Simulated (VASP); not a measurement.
# CdBr2 (Fm-3m): band edges, masses and strain, part 7 of 8

Aim: the gap of CdBr2, the masses at its band edges and their response to strain. The cell is generated by rule, not measured, and may not be a known phase.

VASP 6.6.1, plane waves and PAW; the level of theory is named at each step.

So far, least gap on mesh and path (eV): step 3 (bands on a dense mesh, PBE) 0.250; step 5 (bands with spin-orbit coupling, PBE, spin-orbit coupling) 0.230; step 8 (bands on the mesh of the strain series, PBE) 0.249; step 10 (bands of the strained cell, strain hydrostatic -0.5 %, PBE) 0.285.

## (13) Strained cell, atoms relaxed, strain along x -0.5 %

Level of this step: PBE; plane waves and PAW (Cd, Br); invented cell (VASP).

Input file INCAR:

```
SYSTEM = CdBr2
PREC = Accurate
ENCUT = 400
EDIFF = 1E-06
NELM = 100
ISMEAR = 0
SIGMA = 0.02
LREAL = .FALSE.
ALGO = Normal
GGA = PE
NBANDS = 19
LORBIT = 11
LWAVE = .FALSE.
LCHARG = .FALSE.
KPAR = 4
IBRION = 2
NSW = 30
ISIF = 2
EDIFFG = -0.003
```

Input file POSCAR:

```
CdBr2
1.0
    0.0000000000      3.4945900000      3.4945900000
    3.4771170500      0.0000000000      3.4945900000
    3.4771170500      3.4945900000      0.0000000000
Cd Br
1 2
Direct
    0.0000000000      0.0000000000      0.0000000000
    0.2500000000      0.2500000000      0.2500000000
    0.7500000000      0.7500000000      0.7500000000
```

Input file KPOINTS:

```
Automatic mesh
0
Gamma
8 8 8
0 0 0
```

PAW data sets: Cd and Br (PBE family, release 64).

On the command line:

```sh
> mpirun -np 4 vasp_std
```

What it wrote:

```text
[... set-up lines as in an earlier step ...]
 entering main loop
       N       E                     dE             d eps       ncg     rms          rms(c)
DAV:   1     0.152954998678E+03    0.15295E+03   -0.10929E+04  2274   0.988E+02
DAV:   2     0.292536651916E+01   -0.15003E+03   -0.14534E+03  2701   0.253E+02
DAV:   3    -0.641673625365E+01   -0.93421E+01   -0.93112E+01  2566   0.637E+01
DAV:   4    -0.648904306941E+01   -0.72307E-01   -0.72290E-01  2576   0.581E+00
[...]
DAV:  11    -0.576489119829E+01   -0.25530E-04   -0.18255E-04  2439   0.125E-01    0.213E-02
DAV:  12    -0.576488335610E+01    0.78422E-05   -0.33720E-05  2456   0.515E-02    0.690E-03
DAV:  13    -0.576488334833E+01    0.77612E-08   -0.13573E-06  2022   0.916E-03
   1 F= -.57648833E+01 E0= -.57648833E+01  d E =-.576488E+01
[...]
reached required accuracy - stopping structural energy minimisation
```

Run time: 23 s. Hardware: 4 MPI ranks of AMD EPYC 7R43, shared host; peak memory 0.73 GiB; 88 s of CPU time.

Parts of OUTCAR (step 13):

```text
  Total        0.3649722      0.1384714      0.1384714      0.0000000      0.0000000      0.0000000
  in kB        6.8853908      2.6123347      2.6123347      0.0000000      0.0000000      0.0000000
  external PRESSURE =       4.0366867 kB  Pullay stress =       0.0000000 kB

 POSITION                                       TOTAL-FORCE (eV/Angst)
 -----------------------------------------------------------------------------------
      0.00000      0.00000      0.00000         0.000000     -0.000000      0.000000
      1.73856      1.74730      1.74730        -0.000000      0.000000     -0.000000
      5.21568      5.24188      5.24188         0.000000      0.000000      0.000000
 -----------------------------------------------------------------------------------
    total drift:                                0.000000     -0.000000      0.000000

  FREE ENERGIE OF THE ION-ELECTRON SYSTEM (eV)
  ---------------------------------------------------
  free  energy   TOTEN  =        -5.7648833483 eV

  energy  without entropy=       -5.7648833483  energy(sigma->0) =       -5.76488335

[... 1 part as in an earlier step ...]

[... 3 further parts left out ...]
[key lines of the parts left out:]
E-fermi :   0.8842
```

The run keeps the 16 symmetry operations of its start, so it cannot find a distortion of lower symmetry.

The forces vanish from the start, and no atom moves.

## (14) Bands of the strained cell, strain along x -0.5 %

INCAR: that of step 13 with these lines changed.

```diff
@@ -10,3 +10,3 @@
 GGA = PE
-NBANDS = 19
+NBANDS = 26
 LORBIT = 11
@@ -15,5 +15,2 @@
 KPAR = 4
-IBRION = 2
-NSW = 30
 ISIF = 2
-EDIFFG = -0.003
```

POSCAR is that of step 13.

KPOINTS is that of step 13.

Input file KPOINTS_OPT:

```
Line mode
16
Line-mode
Reciprocal
  0.00000000   0.00000000   0.00000000 GAMMA
  0.50000000   0.00000000   0.50000000 X

  0.50000000   0.00000000   0.50000000 X
  0.75251888   0.25251888   0.50000000 Y

  0.75251888   0.25251888   0.50000000 Y
  0.75251888   0.37625944   0.37625944 S

  0.75251888   0.37625944   0.37625944 S
  0.00000000   0.00000000   0.00000000 GAMMA

  0.00000000   0.00000000   0.00000000 GAMMA
  0.00000000  -0.50000000  -0.50000000 Z

  0.00000000  -0.50000000  -0.50000000 Z
  0.24748112  -0.37625944  -0.37625944 S1

  0.24748112  -0.37625944  -0.37625944 S1
  0.50000000   0.00000000   0.00000000 N

  0.50000000   0.00000000   0.00000000 N
  0.50000000  -0.25000000   0.25000000 P

  0.50000000  -0.25000000   0.25000000 P
  0.24748112  -0.50000000  -0.25251888 Y1

  0.24748112  -0.50000000  -0.25251888 Y1
  0.00000000  -0.50000000  -0.50000000 Z

  0.50000000   0.00000000   0.50000000 X
  0.50000000  -0.25000000   0.25000000 P
```

On the command line:

```sh
> mpirun -np 4 vasp_std
```

What it wrote:

```text
[... set-up lines as in an earlier step ...]
 entering main loop
       N       E                     dE             d eps       ncg     rms          rms(c)
DAV:   1     0.149842427977E+03    0.14984E+03   -0.10443E+04  3172   0.721E+02
DAV:   2     0.216063318920E+01   -0.14768E+03   -0.14076E+03  3748   0.201E+02
DAV:   3    -0.643786346444E+01   -0.85985E+01   -0.85602E+01  3712   0.491E+01
DAV:   4    -0.648927583511E+01   -0.51412E-01   -0.51403E-01  3576   0.393E+00
[...]
DAV:  11    -0.576488646683E+01   -0.24769E-04   -0.59816E-05  3398   0.512E-02    0.130E-02
DAV:  12    -0.576488348700E+01    0.29798E-05   -0.10425E-05  3504   0.207E-02    0.617E-03
DAV:  13    -0.576488330797E+01    0.17904E-06   -0.73766E-07  2818   0.496E-03
   1 F= -.57648833E+01 E0= -.57648833E+01  d E =-.195756E-18
 Start KPOINTS_OPT (optional k-point list driver)
k-point batch [1-59\176]
       N       E                     dE             ncg
DAV:   1     0.111291092149E+04   -0.31836E+05     3164
DAV:   2    -0.748460925063E+04   -0.85975E+04     3712
DAV:   3    -0.797694673915E+04   -0.49234E+03     3696
DAV:   4    -0.797979457763E+04   -0.28478E+01     3592
DAV:   5    -0.797981262552E+04   -0.18048E-01     3708
DAV:   6    -0.797981282871E+04   -0.20318E-03     3672
DAV:   7    -0.797981283136E+04   -0.26565E-05     2970
DAV:   8    -0.797981283160E+04   -0.23360E-06     2550
[...]
k-point batch [119-176\176]
       N       E                     dE             ncg
DAV:   1     0.150436772273E+04   -0.37897E+05     3120
DAV:   2    -0.691811110575E+04   -0.84225E+04     3694
DAV:   3    -0.739880229013E+04   -0.48069E+03     3572
DAV:   4    -0.740164228485E+04   -0.28400E+01     3486
DAV:   5    -0.740166018082E+04   -0.17896E-01     3472
DAV:   6    -0.740166038650E+04   -0.20568E-03     3598
DAV:   7    -0.740166038922E+04   -0.27246E-05     2776
DAV:   8    -0.740166038948E+04   -0.25384E-06     2408
```

Elapsed: 69 s, on 4 MPI ranks; peak memory 0.93 GiB.

OUTCAR, selected parts (step 14):

```text
  Total        0.3655989      0.1390738      0.1390738      0.0000000      0.0000000     -0.0000000
  in kB        6.8972138      2.6236998      2.6236998      0.0000000      0.0000000     -0.0000000
  external PRESSURE =       4.0482045 kB  Pullay stress =       0.0000000 kB

 POSITION                                       TOTAL-FORCE (eV/Angst)
 -----------------------------------------------------------------------------------
      0.00000      0.00000      0.00000         0.000000      0.000000      0.000000
      1.73856      1.74730      1.74730        -0.000000      0.000000     -0.000000
      5.21568      5.24188      5.24188        -0.000000     -0.000000      0.000000
 -----------------------------------------------------------------------------------
    total drift:                                0.000000     -0.000000      0.000000

  FREE ENERGIE OF THE ION-ELECTRON SYSTEM (eV)
  ---------------------------------------------------
  free  energy   TOTEN  =        -5.7648833080 eV

  energy  without entropy=       -5.7648833080  energy(sigma->0) =       -5.76488331

[... 1 part as in an earlier step ...]

[... 2 further parts left out ...]
[key lines of the parts left out:]
E-fermi :   0.9088
```

The electronic bands at the labelled points (eV, zero at the valence-band top; v1 is the highest filled band, c1 the lowest empty one):

| point | v4 | v3 | v2 | v1 | c1 | c2 | c3 | c4 |
| --- | --- | --- | --- | --- | --- | --- | --- | --- |
| Γ | -2.11 | -0.94 | -0.94 | -0.88 | 0.24 | 4.72 | 4.72 | 4.72 |
| 0.47 of the way | -2.77 | -1.33 | -0.58 | -0.53 | 1.67 | 4.34 | 6.20 | 6.20 |
| X | -3.38 | -0.21 | -0.16 | -0.04 | 1.85 | 5.13 | 7.91 | 8.37 |
| 0.53 of the way | -2.96 | -0.95 | -0.16 | -0.04 | 2.15 | 5.83 | 6.89 | 7.75 |
| Y | -2.09 | -2.03 | -0.17 | -0.03 | 2.41 | 6.34 | 6.79 | 6.86 |
| 0.53 of the way | -2.70 | -1.38 | -0.32 | -0.06 | 2.34 | 6.36 | 6.63 | 7.33 |
| S | -3.12 | -0.98 | -0.58 | -0.06 | 2.30 | 6.25 | 6.91 | 7.65 |
| 0.47 of the way | -2.21 | -1.96 | -1.59 | -0.43 | 2.27 | 5.56 | 5.70 | 6.64 |
| Γ | -2.11 | -0.94 | -0.94 | -0.88 | 0.24 | 4.72 | 4.72 | 4.72 |
| 0.53 of the way | -2.91 | -1.12 | -0.51 | -0.51 | 1.74 | 4.36 | 6.60 | 6.60 |
| Z | -3.40 | -0.20 | -0.20 | 0.00 | 1.82 | 5.11 | 7.92 | 8.40 |
| 0.53 of the way | -3.32 | -0.47 | -0.32 | -0.01 | 1.98 | 5.50 | 7.34 | 8.17 |
| S1 | -3.12 | -0.98 | -0.58 | -0.06 | 2.30 | 6.25 | 6.91 | 7.65 |
| 0.47 of the way | -2.70 | -1.64 | -1.03 | -0.60 | 2.65 | 6.58 | 7.05 | 7.21 |
| N | -2.19 | -2.18 | -1.55 | -1.54 | 2.90 | 6.79 | 6.80 | 6.90 |
| 0.53 of the way | -2.14 | -2.08 | -0.64 | -0.62 | 2.63 | 6.62 | 6.82 | 7.21 |
| P | -2.05 | -2.05 | -0.20 | -0.06 | 2.45 | 6.38 | 6.81 | 6.81 |
| 0.47 of the way | -3.08 | -1.00 | -0.58 | -0.10 | 2.34 | 6.30 | 6.90 | 7.61 |
| Y1 | -2.09 | -2.03 | -0.17 | -0.03 | 2.41 | 6.34 | 6.79 | 6.86 |
| 0.47 of the way | -2.99 | -0.91 | -0.19 | -0.01 | 2.12 | 5.78 | 6.94 | 7.79 |
| Z | -3.40 | -0.20 | -0.20 | 0.00 | 1.82 | 5.11 | 7.92 | 8.40 |
| jump to X | -3.38 | -0.21 | -0.16 | -0.04 | 1.85 | 5.13 | 7.91 | 8.37 |
| 0.47 of the way | -3.08 | -0.75 | -0.20 | -0.05 | 2.10 | 5.67 | 7.09 | 7.86 |
| P | -2.05 | -2.05 | -0.20 | -0.06 | 2.45 | 6.38 | 6.81 | 6.81 |

Of the projections kept (Cd, Br), the largest for each band there; the rest of the weight can lie on other orbitals:

| point | v4 | v3 | v2 | v1 | c1 | c2 | c3 | c4 |
| --- | --- | --- | --- | --- | --- | --- | --- | --- |
| Γ | Br 0.89 | Br 0.96 | Br 0.96 | Br 0.96 | Cd 0.78 | Cd 0.63 | Cd 0.63 | Cd 0.63 |
| X | Br 0.93 | Br 0.97 | Br 0.97 | Br 1.00 | Cd 0.64 | Cd 0.59 | Br 0.74 | Cd 0.60 |
| Y | Br 0.93 | Br 0.93 | Br 1.00 | Br 0.97 | Cd 0.57 | Cd 0.56 | Cd 0.50 | Cd 0.50 |
| S | Br 0.93 | Br 0.96 | Br 0.96 | Br 0.99 | Cd 0.58 | Br 0.52 | Cd 0.51 | Cd 0.61 |
| Γ | Br 0.89 | Br 0.96 | Br 0.96 | Br 0.96 | Cd 0.78 | Cd 0.63 | Cd 0.63 | Cd 0.63 |
| Z | Br 0.93 | Br 0.97 | Br 0.97 | Br 1.00 | Cd 0.64 | Cd 0.59 | Br 0.73 | Cd 0.59 |

For the least gap on mesh and path, step 8 gave 0.249 eV; this run, with strain along x -0.5 %, gives 0.235 eV.

## (15) Strained cell, atoms relaxed, strain along x 0.5 %

INCAR: that of step 14 with these lines changed.

```diff
@@ -10,3 +10,3 @@
 GGA = PE
-NBANDS = 26
+NBANDS = 19
 LORBIT = 11
@@ -15,2 +15,5 @@
 KPAR = 4
+IBRION = 2
+NSW = 30
 ISIF = 2
+EDIFFG = -0.003
```

Input file POSCAR:

```
CdBr2
1.0
    0.0000000000      3.4945900000      3.4945900000
    3.5120629500      0.0000000000      3.4945900000
    3.5120629500      3.4945900000      0.0000000000
Cd Br
1 2
Direct
    0.0000000000      0.0000000000      0.0000000000
    0.2500000000      0.2500000000      0.2500000000
    0.7500000000      0.7500000000      0.7500000000
```

KPOINTS is that of step 14.

On the command line:

```sh
> mpirun -np 4 vasp_std
```

What it wrote:

```text
[... set-up lines as in an earlier step ...]
 entering main loop
       N       E                     dE             d eps       ncg     rms          rms(c)
DAV:   1     0.154581121702E+03    0.15458E+03   -0.10880E+04  2306   0.984E+02
DAV:   2     0.315962989355E+01   -0.15142E+03   -0.14703E+03  2712   0.256E+02
DAV:   3    -0.642391629973E+01   -0.95835E+01   -0.95516E+01  2541   0.642E+01
DAV:   4    -0.650171160587E+01   -0.77795E-01   -0.77776E-01  2575   0.601E+00
[...]
DAV:  11    -0.576751811981E+01   -0.25749E-04   -0.17480E-04  2439   0.121E-01    0.200E-02
DAV:  12    -0.576751072950E+01    0.73903E-05   -0.31327E-05  2430   0.484E-02    0.677E-03
DAV:  13    -0.576751071843E+01    0.11070E-07   -0.11904E-06  2004   0.858E-03
   1 F= -.57675107E+01 E0= -.57675107E+01  d E =-.576751E+01
[...]
reached required accuracy - stopping structural energy minimisation
```

Wall time 15 s (4 MPI ranks); peak memory 0.7 GiB; 57 s of CPU time.

OUTCAR, selected parts (step 15):

```text
  Total       -0.1494076      0.0713674      0.0713674      0.0000000      0.0000000      0.0000000
  in kB       -2.7906068      1.3329868      1.3329868      0.0000000      0.0000000      0.0000000
  external PRESSURE =      -0.0415444 kB  Pullay stress =       0.0000000 kB

 POSITION                                       TOTAL-FORCE (eV/Angst)
 -----------------------------------------------------------------------------------
      0.00000      0.00000      0.00000         0.000000     -0.000000     -0.000000
      1.75603      1.74730      1.74730        -0.000000      0.000000     -0.000000
      5.26809      5.24188      5.24188         0.000000     -0.000000      0.000000
 -----------------------------------------------------------------------------------
    total drift:                                0.000000     -0.000000      0.000000

  FREE ENERGIE OF THE ION-ELECTRON SYSTEM (eV)
  ---------------------------------------------------
  free  energy   TOTEN  =        -5.7675107184 eV

  energy  without entropy=       -5.7675107184  energy(sigma->0) =       -5.76751072

[... 2 parts as in an earlier step ...]

[... 2 further parts left out ...]
[key lines of the parts left out:]
E-fermi :   0.7976
```

The forces vanish from the start, and no atom moves.

## (16) Bands of the strained cell, strain along x 0.5 %

INCAR: that of step 15 with these lines changed.

```diff
@@ -10,3 +10,3 @@
 GGA = PE
-NBANDS = 19
+NBANDS = 26
 LORBIT = 11
@@ -15,5 +15,2 @@
 KPAR = 4
-IBRION = 2
-NSW = 30
 ISIF = 2
-EDIFFG = -0.003
```

POSCAR is that of step 15.

KPOINTS is that of step 15.

Input file KPOINTS_OPT:

```
Line mode
16
Line-mode
Reciprocal
  0.00000000   0.00000000   0.00000000 GAMMA
 -0.50000000  -0.50000000   0.00000000 X

 -0.50000000  -0.50000000   0.00000000 X
 -0.74751863  -0.50000000  -0.24751863 Y

 -0.74751863  -0.50000000  -0.24751863 Y
 -0.74751863  -0.37375931  -0.37375931 S

 -0.74751863  -0.37375931  -0.37375931 S
  0.00000000   0.00000000   0.00000000 GAMMA

  0.00000000   0.00000000   0.00000000 GAMMA
  0.00000000   0.50000000   0.50000000 Z

  0.00000000   0.50000000   0.50000000 Z
 -0.25248137   0.37375931   0.37375931 S1

 -0.25248137   0.37375931   0.37375931 S1
 -0.50000000   0.00000000   0.00000000 N

 -0.50000000   0.00000000   0.00000000 N
 -0.50000000  -0.25000000   0.25000000 P

 -0.50000000  -0.25000000   0.25000000 P
 -0.25248137   0.24751863   0.50000000 Y1

 -0.25248137   0.24751863   0.50000000 Y1
  0.00000000   0.50000000   0.50000000 Z

 -0.50000000  -0.50000000   0.00000000 X
 -0.50000000  -0.25000000   0.25000000 P
```

On the command line:

```sh
> mpirun -np 4 vasp_std
```

What it wrote:

```text
[... set-up lines as in an earlier step ...]
 entering main loop
       N       E                     dE             d eps       ncg     rms          rms(c)
DAV:   1     0.150458768067E+03    0.15046E+03   -0.10443E+04  3164   0.717E+02
DAV:   2     0.233888616891E+01   -0.14812E+03   -0.14087E+03  3734   0.202E+02
DAV:   3    -0.645002710503E+01   -0.87889E+01   -0.87523E+01  3744   0.494E+01
DAV:   4    -0.650194608392E+01   -0.51919E-01   -0.51910E-01  3632   0.394E+00
[...]
DAV:  11    -0.576751388574E+01   -0.25758E-04   -0.61574E-05  3380   0.515E-02    0.127E-02
DAV:  12    -0.576751083032E+01    0.30554E-05   -0.99936E-06  3554   0.198E-02    0.607E-03
DAV:  13    -0.576751065687E+01    0.17345E-06   -0.69630E-07  2828   0.474E-03
   1 F= -.57675107E+01 E0= -.57675107E+01  d E =-.140680E-11
 Start KPOINTS_OPT (optional k-point list driver)
k-point batch [1-59\176]
       N       E                     dE             ncg
DAV:   1     0.100634265393E+04   -0.31390E+05     3140
DAV:   2    -0.757785661656E+04   -0.85842E+04     3742
DAV:   3    -0.807589025491E+04   -0.49803E+03     3704
DAV:   4    -0.807887497740E+04   -0.29847E+01     3586
DAV:   5    -0.807889354776E+04   -0.18570E-01     3670
DAV:   6    -0.807889375783E+04   -0.21007E-03     3658
DAV:   7    -0.807889376066E+04   -0.28235E-05     3060
DAV:   8    -0.807889376087E+04   -0.21773E-06     2502
[...]
k-point batch [119-176\176]
       N       E                     dE             ncg
DAV:   1     0.158966269625E+04   -0.38444E+05     3104
DAV:   2    -0.690405406023E+04   -0.84937E+04     3680
DAV:   3    -0.739123345808E+04   -0.48718E+03     3638
DAV:   4    -0.739407568226E+04   -0.28422E+01     3430
DAV:   5    -0.739409357084E+04   -0.17889E-01     3544
DAV:   6    -0.739409377623E+04   -0.20539E-03     3530
DAV:   7    -0.739409377895E+04   -0.27268E-05     2816
DAV:   8    -0.739409377920E+04   -0.24972E-06     2360
```

Run time: 55 s. Hardware: 4 MPI ranks; peak memory 0.97 GiB.

Parts of OUTCAR (step 16):

```text
  Total       -0.1488550      0.0719478      0.0719478     -0.0000000      0.0000000     -0.0000000
  in kB       -2.7802846      1.3438278      1.3438278     -0.0000000      0.0000000     -0.0000000
  external PRESSURE =      -0.0308764 kB  Pullay stress =       0.0000000 kB

 POSITION                                       TOTAL-FORCE (eV/Angst)
 -----------------------------------------------------------------------------------
      0.00000      0.00000      0.00000        -0.000000      0.000000     -0.000000
      1.75603      1.74730      1.74730         0.000000     -0.000000     -0.000000
      5.26809      5.24188      5.24188         0.000000      0.000000      0.000000
 -----------------------------------------------------------------------------------
    total drift:                                0.000000     -0.000000      0.000000

  FREE ENERGIE OF THE ION-ELECTRON SYSTEM (eV)
  ---------------------------------------------------
  free  energy   TOTEN  =        -5.7675106569 eV

  energy  without entropy=       -5.7675106569  energy(sigma->0) =       -5.76751066

[... 2 parts as in an earlier step ...]

[... 1 further part left out ...]
[key lines of the parts left out:]
E-fermi :   0.7801
```

The run ends at a pressure of 0.00 GPa.

## (17) Deformation of the gap

This step: gap under strain, PBE; plane waves and PAW; invented cell (VASP 6.6.1).

The slopes are differences of the gaps above.

This step runs nothing: it gathers the runs above.

Linear strain along the axis, or along all three, without spin-orbit coupling; gaps are the least on mesh and path; a direction without two finished runs is left out; the two slopes differ by curvature, or where strain splits an edge or moves it to another point. Gap under strain:

| strain | gap at -0.5 % (eV) | gap unstrained (eV) | gap at +0.5 % (eV) | slope under compression (eV per unit strain) | slope under tension (eV per unit strain) |
| --- | --- | --- | --- | --- | --- |
| hydrostatic | 0.2846 | 0.2495 | 0.2156 | -7.02 | -6.78 |
| along x | 0.2355 | 0.2495 | 0.2254 | 2.8 | -4.82 |

[end of part 7 of 8]

[Lines on the potential files, build, host, timing and source positions are cut from VASP's logs without a mark.]

[Logs are printed without paths, hosts, clocks, repeated set-up lines and the standing remarks that a program may print on its own settings, such as how far it seeks lower states.]

[Hosts, paths, dates, database ids (printed as entryN), source tags and the programs' standing remarks are cut or masked in the printed files.]

[In band tables of VASP the shares of atoms and orbitals are scaled to a sum of 1 inside the atoms' spheres.]

[Gaps and slopes under strain along one axis are those of the sampled path and mesh points; where strain splits equal valleys, another of them can be the edge.]
